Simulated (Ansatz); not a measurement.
# The perfect AlAs wire along [110], 8 atoms a period, H-terminated, part 2 of 3

Aim: is the AlAs wire along [110], 8 atoms a period, H-terminated a metal or a semiconductor?

Ansatz 0.2.0; DFT PBE, plane waves, PAW; relaxation of a wire's period; PAW set soft_1 (the session's first sound run).

So far. Step 2 (Relaxing the period): The cell's length comes to 4.150 Å with spin left out.

**3. The perfect wire**

This step: DFT PBE, plane waves, PAW; bands of a perfect wire; PAW set soft_1 (Ansatz 0.2.0).

At the relaxed period the bands are computed along the axis; those that cross an energy going forward count the channels that a perfect wire would open there.

input.yaml

```yaml
crystal:
  lattice:
    - [15.764, 0.0, 0.0]
    - [0.0, 13.416, 0.0]
    - [0.0, 0.0, 4.1502696365]
  atoms:
    - { symbol: H, position: [0.403908642, 0.241346654, 0.0] }
    - { symbol: Al, position: [0.449010553, 0.347339466, 0.0] }
    - { symbol: H, position: [0.222804295, 0.604434982, 0.5] }
    - { symbol: H, position: [0.222804295, 0.395529323, 0.5] }
    - { symbol: Al, position: [0.271719932, 0.499982153, 0.5] }
    - { symbol: As, position: [0.541622148, 0.646714605, 0.5] }
    - { symbol: As, position: [0.541622148, 0.353249701, 0.5] }
    - { symbol: H, position: [0.603425149, 0.734101683, 0.5] }
    - { symbol: H, position: [0.603425149, 0.265862623, 0.5] }
    - { symbol: Al, position: [0.631761952, 0.499982153, 0.5] }
    - { symbol: As, position: [0.365587505, 0.499982153, 0.0] }
    - { symbol: H, position: [0.403908642, 0.758617652, 0.0] }
    - { symbol: Al, position: [0.449010553, 0.65262484, 0.0] }
    - { symbol: As, position: [0.722048178, 0.499982153, 0.0] }
    - { symbol: H, position: [0.785093, 0.585445275, 0.0] }
    - { symbol: H, position: [0.785093, 0.414519031, 0.0] }
kpoints:
  mp_grid: { grid: [1, 1, 20] }
  band_path: { path: ["Γ", Z], npoints: 90 }
scf:
  occupations: { method: fermi_dirac, width: 0.05 }
hamiltonian:
  xc: pbe
  pseudopotentials: { kind: paw, azcp: { folder: soft_1 } }
output:
  dos: { e_range: [-5, 4] }
  write_potential: true
  write_density: true
  volumetric_format: npy
```

On the command line:

```bash
$ ansatz run input.yaml --threads 4 --pin off --max-ram 16384MiB --backend cpu --events-out ev --progress --plain --runs-dir out
```

Numbers of over 12 decimals in the logs are rounded to 6 here.

Log:

```text
[...]
Crystal: 16 atoms, lattice volume = 877.740 Å³
Basis set: ecut = 420 eV, 17141 PW (Γ)
Bands: 56, of which v1, the nominal top of the filled ones, is band 40 counted from 1 (39 counted from 0)
Symmetry: 4 space group operations
[...]
k-points: 11 of 20
[...]
SCF iter   1: F=—  HF=-21705.544152 eV  |F-HF|=—  |Δ(HF+E_count)|=         —  Δρ=3.30e-2  dr2=1.11e1  ethr=3.10e-3  ⟨swp⟩=8.4  Hψ=2997  notcnv=0  defer=1
[...]
SCF iter  10: F=-21701.933329 eV  HF=-21701.933329 eV  |F-HF|=7.27e-9  |Δ(HF+E_count)|=   1.74e-7  Δρ=8.90e-7  dr2=1.40e-8  ethr=1.25e-10  ⟨swp⟩=16.4  Hψ=3217  notcnv=0
SCF 1 converged in 10 iterations: F = -21701.933329 eV  dr2 = 1.40e-8
[...]
NSCF: frozen V_eff on 91 k-points
WARN: The output density's exchange-correlation potential varies sharply where the density is thin. Do not read a vacuum level from v_tot or v_xc, or from such a field of the output density. On a cell that repeats whose density bears no net charge and no dipole along the vacuum's axis use v_es (v_loc + v_h of the components); under efield.dipole_correction with no amplitude use v_es + v_field, which holds any externa [...]
SCF converged after 10 iterations
Free energy (F): -21701.933329 eV
[...]
Internal energy: -21701.933329 eV  (E = F + TS)
E sigma→0 (E₀):  -21701.933329 eV
Entropy (-TS):   -0.000000 eV (-0.000 meV/atom)
Fermi energy:    -1.882620 eV
[...]
--- Band table (eV; the first three rows and the last of 11) ---
  k-point 0: bands = [... 36 lower, -3.7387, -3.4533, -3.3351, -2.7395, -1.0434, -0.3073, -0.2662, 0.2142, ... 12 higher]
  k-point 1: bands = [... 36 lower, -3.8107, -3.4419, -3.3451, -2.8023, -0.9109, -0.2461, -0.1709, 0.2645, ... 12 higher]
  k-point 2: bands = [... 36 lower, -3.9248, -3.4331, -3.4215, -2.9268, -0.5538, -0.1354, 0.0308, 0.3985, ... 12 higher]
  k-point 10: bands = [... 36 lower, -3.9674, -3.8935, -3.8334, -3.7372, -0.0994, 0.1161, 0.2589, 0.2975, ... 12 higher]
```

The job ended after 84 s (4 threads of Intel Xeon Platinum 8259CL at 2.50GHz (Skylake/Cascade Lake), shared host; peak memory 2.8 GiB; 5.4 min of CPU time).

This step gave:

```yaml
band_gap: 1.696 eV
```

The electronic bands at the labelled points (eV, zero at the Fermi level):

```tsv
point	band 37	band 38	band 39	band 40	band 41	band 42	band 43	band 44
Γ	-1.86	-1.57	-1.45	-0.86	0.84	1.58	1.62	2.10
halfway	-2.20	-2.01	-1.61	-1.33	1.80	1.91	2.41	2.75
Z	-2.08	-2.01	-1.95	-1.85	1.78	2.00	2.14	2.18
```

The gap is 1.70 eV, with spin left out.

On this path the gap is direct, 1.70 eV, with the valence top at Γ and the conduction bottom at Γ.

**4. Another level of theory**

This step: DFT HSE06, plane waves, PAW; levels of a perfect wire at the PBE geometry; PAW set soft_1 (Ansatz 0.2.0).

The atoms stay at the PBE geometry and the functional changes. HSE06 mixes in a quarter of short-range exact exchange, which removes part of the self-interaction that closes gaps; it is dear, so the mesh is thinner and no path is run. Against the first PBE run of this kind, the mesh along the wire has 8 points against 20.

input.yaml, as its differences from that of step 3:

```diff
@@ -23,4 +23,3 @@
 kpoints:
-  mp_grid: { grid: [1, 1, 20] }
-  band_path: { path: ["Γ", Z], npoints: 90 }
+  mp_grid: { grid: [1, 1, 8] }
 scf:
@@ -28,8 +27,3 @@
 hamiltonian:
-  xc: pbe
+  xc: hse06
   pseudopotentials: { kind: paw, azcp: { folder: soft_1 } }
-output:
-  dos: { e_range: [-5, 4] }
-  write_potential: true
-  write_density: true
-  volumetric_format: npy
```

Log:

```text
[...]
Crystal: 16 atoms, lattice volume = 877.740 Å³
Basis set: ecut = 420 eV, 17141 PW (Γ)
Bands: 56, of which v1, the nominal top of the filled ones, is band 40 counted from 1 (39 counted from 0)
Symmetry: 4 space group operations
[...]
k-points: 5 of 8
[...]
SCF iter   7: F=-21701.922776 eV  HF=-21701.922776 eV  |F-HF|=7.09e-8  |Δ(HF+E_count)|=   1.11e-4  Δρ=8.68e-5  dr2=4.69e-5  ethr=1.22e-6  ⟨swp⟩=3.6  Hψ=530  notcnv=0
[...]
Fermi energy:    -2.001280 eV
[...]
--- Band table (eV; the first three rows and the last of 5) ---
  k-point 0: bands = [... 36 lower, -4.2949, -4.1046, -3.8582, -3.1829, -0.8200]
  k-point 1: bands = [... 36 lower, -4.5951, -4.0824, -3.9963, -3.4755, -0.0498]
  k-point 2: bands = [... 36 lower, -4.7660, -4.4453, -4.1569, -3.7504, 0.2420]
  k-point 4: bands = [... 36 lower, -4.5904, -4.5049, -4.4661, -4.4347, 0.2174]
  guard bands above this table: 15 of the run's 56 bands. The solve was not asked for them (output.publish_guard_bands: true or output.eigenvalues: true publishes all)
[key lines of the parts left out:]
Free energy (F): -21708.877126 eV
```

It took 4 min on 4 threads; peak memory 13 GiB; 15 min of CPU time.

This step gave:

- band gap: 2.363 eV

The gap is 2.36 eV, against 1.70 eV under PBE at the relaxed period.

**5. With spin-orbit coupling, k-mesh 1×1×13**

This step: DFT PBE, plane waves, fully relativistic PAW; bands of a perfect wire with spin-orbit coupling; PAW set soft_1 (Ansatz 0.2.0).

Spin-orbit coupling mixes the spins and splits bands that cross or touch without it, so it can open or close channels. Fully relativistic datasets take the place of the scalar ones. Against the first PBE run of this kind, the mesh along the wire has 13 points against 20.

input.yaml, as its differences from that of step 4:

```diff
@@ -23,3 +23,4 @@
 kpoints:
-  mp_grid: { grid: [1, 1, 8] }
+  mp_grid: { grid: [1, 1, 13] }
+  band_path: { path: ["Γ", Z], npoints: 90 }
 scf:
@@ -27,3 +28,6 @@
 hamiltonian:
-  xc: hse06
-  pseudopotentials: { kind: paw, azcp: { folder: soft_1 } }
+  xc: pbe
+  pseudopotentials: { kind: paw_fr, azcp: { folder: soft_1 } }
+magnetization:
+  noncollinear: true
+  spin_orbit: true
```

Log:

```text
[...]
non-collinear run that drives no moment, with spin-orbit: no starting moment large enough to seed its density (crystal.atoms[].spin), no starting occupations that ask for one, no magnetisation constraint and no magnetic field, so the semilocal B_xc is pinned to zero
Crystal: 16 atoms, lattice volume = 877.740 Å³
Basis set: ecut = 420 eV, 17141 PW (Γ)
[...]
k-point 0: bands = [... 76 lower, -3.3329, -3.3329, -2.7326, -2.7326, -1.0430, -1.0430, -0.3070, -0.3070, ... 28 higher]
  k-point 1: bands = [... 76 lower, -3.3839, -3.3360, -2.8949, -2.8325, -0.7506, -0.7320, -0.1892, -0.1806, ... 28 higher]
  k-point 2: bands = [... 76 lower, -3.4417, -3.4350, -3.0754, -2.9885, -0.0865, -0.0707, -0.0403, -0.0394, ... 28 higher]
  k-point 6: bands = [... 76 lower, -3.7865, -3.7376, -3.7176, -3.7154, -0.0999, -0.0999, 0.0589, 0.0609, ... 28 higher]
[key lines of the parts left out:]
SCF converged after 10 iterations
Magnetization: |M| = 0.0000 μB,  M = (+0.0000, +0.0000, +0.0000) μB
Free energy (F): -21702.443427 eV
Fermi energy:    -1.883735 eV
```

The job ended after 10 min (4 threads; peak memory 9.9 GiB).

This step gave:

```
band gap : 1.688 eV
```

The gap is 1.69 eV, against 1.70 eV under PBE at the relaxed period, with no moment.

**6. Cost and result by level**

Times are for 4 threads of Intel Xeon Platinum 8259CL at 2.50GHz (Skylake/Cascade Lake), shared host. Results by setting:

```tsv
no.	run	band gap (eV)	time	memory (GiB)
1	lead	1.696	84 s	2.8
2	levels	2.363	4 min	13
3	SOC	1.688	10 min	9.9
```

**7. Strain along the wire, period over the relaxed period 1.1, k-mesh 1×1×14**

This step: DFT PBE, plane waves, PAW; relaxation at a fixed period; PAW set soft_1 (Ansatz 0.2.0).

The period is set to 1.1 times the relaxed one and the atoms relax within it: strain changes bond lengths and angles, which shifts the bands against each other. Against the first PBE run of this kind, the mesh along the wire has 14 points against 20.

The cell differs from the one that the last finished run ended in (c 4.150 → 4.565 Å).

input.yaml, as its differences from that of step 5:

```diff
@@ -4,3 +4,3 @@
     - [0.0, 13.416, 0.0]
-    - [0.0, 0.0, 4.1502696365]
+    - [0.0, 0.0, 4.5652966002]
   atoms:
@@ -23,3 +23,3 @@
 kpoints:
-  mp_grid: { grid: [1, 1, 13] }
+  mp_grid: { grid: [1, 1, 14] }
   band_path: { path: ["Γ", Z], npoints: 90 }
@@ -29,5 +29,7 @@
   xc: pbe
-  pseudopotentials: { kind: paw_fr, azcp: { folder: soft_1 } }
-magnetization:
-  noncollinear: true
-  spin_orbit: true
+  pseudopotentials: { kind: paw, azcp: { folder: soft_1 } }
+relax:
+  max_steps: 40
+  f_tol: 0.02
+output:
+  stress: true
```

Log:

```text
Warning: output.stress: scf.convergence.dr2_threshold = 1e-7 eV (the SCF's general default) is looser than the 1.6e-9 eV advised for a printed stress (1e-10 eV for each atom of the cell: 16). What an SCF threshold leaves in a stress goes as its square root, and in the free energy as the threshold itself, and one threshold admits the most on a small cell: [figures from the program's tests cut] Every solve of this run  [...]
[...]
Crystal: 16 atoms, lattice volume = 965.514 Å³
Basis set: ecut = 420 eV, 18943 PW (Γ), exchange–correlation on 216×180×64 points (8 copies of the dense FFT grid, shifted against one another)
Bands: 56, of which v1, the nominal top of the filled ones, is band 40 counted from 1 (39 counted from 0)
Symmetry: 4 space group operations
[...]
k-points: 8 of 14
[...]
SCF iter   1: F=—  HF=-21704.818468 eV  |F-HF|=—  |Δ(HF+E_count)|=         —  Δρ=3.15e-2  dr2=1.07e1  ethr=3.10e-3  ⟨swp⟩=8.2  Hψ=2178  notcnv=0  defer=3
[...]
SCF iter   8: F=-21701.321563 eV  HF=-21701.321563 eV  |F-HF|=2.18e-7  |Δ(HF+E_count)|=   4.74e-6  Δρ=9.12e-6  dr2=1.83e-6  ethr=1.25e-8  ⟨swp⟩=4.5  Hψ=1279  notcnv=0
SCF 1 converged in 8 iterations: F = -21701.321563 eV  dr2 = 1.83e-6
[...]
relax step   1: F+E_penalty+E_count = -21701.32156260 eV  Δ(F+E_penalty+E_count) = +0.000e0 eV  max|allowed force component| = 6.838e-1 eV/Å  Δτ_max = 0.0000 Å  (8 SCF iters, dr2 threshold 1.00e-5 eV, accepted)
[...]
SCF iter   6: F=-21701.465370 eV  HF=-21701.465371 eV  |F-HF|=7.38e-7  |Δ(HF+E_count)|=   8.20e-6  Δρ=2.12e-5  dr2=7.55e-6  ethr=3.65e-8  ⟨swp⟩=5.0  Hψ=1528  notcnv=0
SCF 2 converged in 6 iterations: F = -21701.465370 eV  dr2 = 7.55e-6
relax step   2: F+E_penalty+E_count = -21701.46537019 eV  Δ(F+E_penalty+E_count) = -1.438e-1 eV  max|allowed force component| = 3.091e-1 eV/Å  Δτ_max = 0.1937 Å  (6 SCF iters, dr2 threshold 2.92e-5 eV, accepted)
SCF iter   1: F=—  HF=-21701.517588 eV  |F-HF|=—  |Δ(HF+E_count)|=         —  Δρ=3.23e-3  dr2=8.81e-2  ethr=1.14e-3  ⟨swp⟩=3.9  Hψ=994  notcnv=0  defer=79
[...]
SCF iter   6: F=-21701.496886 eV  HF=-21701.496886 eV  |F-HF|=1.78e-7  |Δ(HF+E_count)|=   2.51e-7  Δρ=7.25e-6  dr2=7.34e-7  ethr=7.47e-9  ⟨swp⟩=5.0  Hψ=1290  notcnv=0
SCF 3 converged in 6 iterations: F = -21701.496886 eV  dr2 = 7.34e-7
relax step   3: F+E_penalty+E_count = -21701.49688586 eV  Δ(F+E_penalty+E_count) = -3.152e-2 eV  max|allowed force component| = 4.412e-2 eV/Å  Δτ_max = 0.0833 Å  (6 SCF iters, dr2 threshold 5.97e-6 eV, accepted)
[...]
relax step   4: F+E_penalty+E_count = -21701.49849457 eV  Δ(F+E_penalty+E_count) = -1.609e-3 eV  max|allowed force component| = 2.944e-2 eV/Å  Δτ_max = 0.0208 Å  (6 SCF iters, accepted)
SCF iter   1: F=—  HF=-21701.498985 eV  |F-HF|=—  |Δ(HF+E_count)|=         —  Δρ=3.71e-4  dr2=8.38e-4  ethr=1.31e-5  ⟨swp⟩=2.8  Hψ=805  notcnv=0  defer=76
[...]
SCF iter   5: F=-21701.498887 eV  HF=-21701.498887 eV  |F-HF|=1.93e-10  |Δ(HF+E_count)|=   1.16e-7  Δρ=2.52e-6  dr2=6.46e-8  ethr=1.25e-10  ⟨swp⟩=3.1  Hψ=1607  notcnv=0
SCF 5 converged in 5 iterations: F = -21701.498887 eV  dr2 = 6.46e-8
relax step   5: F+E_penalty+E_count = -21701.49888662 eV  Δ(F+E_penalty+E_count) = -3.920e-4 eV  max|allowed force component| = 9.560e-3 eV/Å  Δτ_max = 0.0122 Å  (5 SCF iters, accepted)
[...]
the band table was solved once a step of the walk had ended and its energy, with any forces and stress, was formed, with the checks that follow a solve (3013 applications of the Hamiltonian). They found nothing against the state; the energy, forces and stress were not computed again (output.eigenvalues in the input reference)
[...]
SCF converged after 5 iterations
Free energy (F): -21701.498887 eV
[...]
Internal energy: -21701.498886 eV  (E = F + TS)
E sigma→0 (E₀):  -21701.498886 eV
Entropy (-TS):   -0.000000 eV (-0.000 meV/atom)
Fermi energy:    -2.560396 eV
[...]
--- Forces (eV/Å), atoms counted from 1 ---
  atom   1  H     -0.00356735     0.00225478     0.00000000
  atom   2  Al     0.00387929    -0.00956008     0.00000000
  atom   3  H      0.00169452    -0.00013651     0.00000000
  atom   4  H      0.00169452     0.00013651     0.00000000
  atom   5  Al    -0.00049039     0.00000000     0.00000000
  atom   6  As    -0.00488731     0.00490406     0.00000000
  atom   7  As    -0.00488731    -0.00490406     0.00000000
  atom   8  H     -0.00041866    -0.00518911     0.00000000
  atom   9  H     -0.00041866     0.00518911     0.00000000
  atom  10  Al     0.00713693     0.00000000     0.00000000
  atom  11  As     0.00580552     0.00000000     0.00000000
  atom  12  H     -0.00356735    -0.00225478     0.00000000
  atom  13  Al     0.00387929     0.00956008     0.00000000
  atom  14  As    -0.00256557     0.00000000     0.00000000
  atom  15  H     -0.00159671     0.00155454     0.00000000
  atom  16  H     -0.00159671    -0.00155454     0.00000000
  max |Σ_I F_I| component: 9.41e-5 eV/Å
--- Stress (GPa, compression-positive) ---
       -0.037259       0.000000       0.000000
        0.000000       0.012978       0.000000
        0.000000       0.000000      -1.458999
  P = ⅓ Tr σ = -0.4944 GPa (-4.944 kbar)
--- Band table (eV; the first three rows and the last of 8) ---
  k-point 0: bands = [... 36 lower, -4.1798, -3.8236, -3.6370, -3.5079, -1.8811, -0.9960, -0.9871, -0.3760, ... 12 higher]
  k-point 1: bands = [... 36 lower, -4.1181, -3.8393, -3.8170, -3.3741, -1.7062, -0.8353, -0.8199, -0.2210, ... 12 higher]
  k-point 2: bands = [... 36 lower, -4.1063, -4.0200, -3.8258, -3.3005, -1.2251, -0.4199, -0.3912, 0.0807, ... 12 higher]
  k-point 7: bands = [... 36 lower, -4.3105, -4.2809, -3.9484, -3.9098, 0.1028, 0.1973, 0.2760, 0.3949, ... 12 higher]
--- Relaxed structure (5 steps of the walk, 5 accepted, 0 SCFs on fresh bases) ---
  F+E_penalty+E_count = -21701.49888662 eV   max|allowed force component| = 9.560e-3 eV/Å
  atoms:
    - { symbol: H, position: [0.411770, 0.240809, 0.0] }
    - { symbol: Al, position: [0.453230, 0.348845, 0.0] }
    - { symbol: H, position: [0.235900, 0.605413, 0.5] }
    - { symbol: H, position: [0.235900, 0.394551, 0.5] }
    - { symbol: Al, position: [0.282849, 0.499982, 0.5] }
    - { symbol: As, position: [0.535915, 0.646709, 0.5] }
    - { symbol: As, position: [0.535915, 0.353255, 0.5] }
    - { symbol: H, position: [0.599707, 0.732388, 0.5] }
    - { symbol: H, position: [0.599707, 0.267577, 0.5] }
    - { symbol: Al, position: [0.627042, 0.499982, 0.5] }
    - { symbol: As, position: [0.367230, 0.499982, 0.0] }
    - { symbol: H, position: [0.411770, 0.759156, 0.0] }
    - { symbol: Al, position: [0.453230, 0.651120, 0.0] }
    - { symbol: As, position: [0.707878, 0.499982, 0.0] }
    - { symbol: H, position: [0.772400, 0.584392, 0.0] }
    - { symbol: H, position: [0.772400, 0.415572, 0.0] }
```

Wall time 2.1 min (4 threads); peak memory 3.1 GiB.

[end of part 2 of 3]

[Logs are printed without paths, hosts, clocks, repeated set-up lines and the standing remarks that a program may print on its own settings, such as how far it seeks lower states.]

[Hosts, paths, dates, database ids (printed as entryN), source tags and the programs' standing remarks are cut or masked in the printed files.]
